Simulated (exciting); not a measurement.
Runs of exciting (release sodium) on LiCl. It takes space group Fm-3m (No. 225, cubic). The conventional cell has a = 5.130 Å, b = 5.130 Å, c = 5.130 Å, α = 90.00°, β = 90.00°, γ = 90.00°. Cl (site symmetry m-3m) has 6 Li at 2.56 Å as nearest neighbours. Li (site symmetry m-3m) is surrounded by 6 Cl at 2.56 Å. 

| task | level | potentials or basis | cell | k mesh | smearing | outputlevel | nempty | epsengy | epspot | maxscl | rgkmax | other keys | gap on the mesh (eV) |
| --- | --- | --- | --- | --- | --- | --- | --- | --- | --- | --- | --- | --- | --- |
| band structure | LDA | all-electron LAPW+lo, shipped species files, valence relativity zora | as given | 9 × 9 × 9 | gaussian 0.05 eV | normal | 10 | 1e-05 Ha | 1e-05 Ha | 60 | 6 | - | 5.99 |
| single point | PBE | all-electron LAPW+lo, shipped species files, valence relativity zora | as given | 9 × 9 × 9 | fermi-dirac 0.05 eV | - | 10 | 1e-05 Ha | 1e-05 Ha | 60 | 7 | - | (a) |
| density of states | LDA+TS | all-electron LAPW+lo, shipped species files, valence relativity zora | cell strained at random at fixed volume | 7 × 6 × 6 | gaussian 0.05 eV | normal | 10 | 1e-05 Ha | 1e-05 Ha | 60 | 6 | - | 5.90 |
| effective masses | WC | all-electron LAPW+lo, shipped species files, valence relativity zora | volume scaled by 1.04 | 9 × 9 × 9 | methfessel-paxton-2 0.05 eV | low | 10 | 1e-05 Ha | 1e-05 Ha | 60 | 6 | - | 5.92 |

Alike in all rows: no spin polarisation.

Problem. Fill in the values left out.

Solution. (a) 6.34.

Caveats: an odd mesh through Γ misses points on the zone boundary, where band edges often lie (some runs); the dispersion energy is computed afterwards and isn't part of the total energy (some runs); the masses are finite differences along the axes, which mix bands that are degenerate at the k point (some runs).
